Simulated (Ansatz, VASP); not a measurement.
Given: the input of a run of Ansatz 0.2.0 on SnTe3.

input.yaml

```yaml
crystal:
  lattice:
    - [0.0, 3.8353039977, 3.8353039977]
    - [3.8353039977, 0.0, 3.8353039977]
    - [3.8353039977, 3.8353039977, 0.0]
  atoms:
    - { symbol: Te, position: [0.5, 0.5, 0.5] }
    - { symbol: Te, position: [0.75, 0.75, 0.75] }
    - { symbol: Te, position: [0.25, 0.25, 0.25] }
    - { symbol: Sn, position: [0.0, 0.0, 0.0] }
hamiltonian:
  xc: pbe
  pseudopotentials: { kind: paw }
kpoints:
  mp_grid: { grid: [6, 6, 6] }
scf:
  occupations: { method: fermi_dirac, width: 0.05 }
output:
  forces: true
  stress: true
  eigenvalues: true
```

Potentials or basis: Ansatz PAW.

The run is started by

```sh
$ ansatz run input.yaml --threads 2 --pin off --max-ram 5120MiB --backend cpu --events-out ev --progress --plain --runs-dir out
```

Translate it to VASP 6.6.1. Potentials there: VASP PAW PBE potentials, release 64 (Te, Sn_d).

As run (the cutoff follows the program's own potentials):

The input INCAR:

```
PREC = Accurate ; ENCUT = 520
EDIFF = 1E-6 ; ISMEAR = -1
SIGMA = 0.05 ; LREAL = F
LASPH = T ; NELM = 60
ALGO = Normal ; ISIF = 2
LWAVE = F ; LCHARG = F
GGA = PE ; NBANDS = 24
```

The input KPOINTS:

```
regular mesh
0
Gamma
  6 6 6
```

POSCAR

```
SnTe3
1.0
    0.0000000000      3.8353039977      3.8353039977
    3.8353039977      0.0000000000      3.8353039977
    3.8353039977      3.8353039977      0.0000000000
Te Sn
3 1
Direct
    0.5000000000      0.5000000000      0.5000000000
    0.7500000000      0.7500000000      0.7500000000
    0.2500000000      0.2500000000      0.2500000000
    0.0000000000      0.0000000000      0.0000000000
```

Potentials or basis: VASP PAW PBE potentials, release 64 (Te, Sn_d).

The run is started by

```sh
$ cat potpaw_PBE.64/Te/POTCAR potpaw_PBE.64/Sn_d/POTCAR > POTCAR
$ mpirun -np 1 vasp_std > vasp.out
```

Both were run:

|  | VASP | Ansatz | Ansatz less VASP |
| --- | --- | --- | --- |
| gap on the k mesh at the Fermi level (eV) | none | none | - |
| pressure (GPa) | 1.1 | 1.2 | +0.06 |

A gap of «none» marks a metal or a gap that the smearing closes. With one functional, cell and mesh, what is left measures potentials, basis and numerics. The two sets of potentials don't hold the same shells in valence.

Spin-orbit coupling is left out, which matters for the levels of Te.
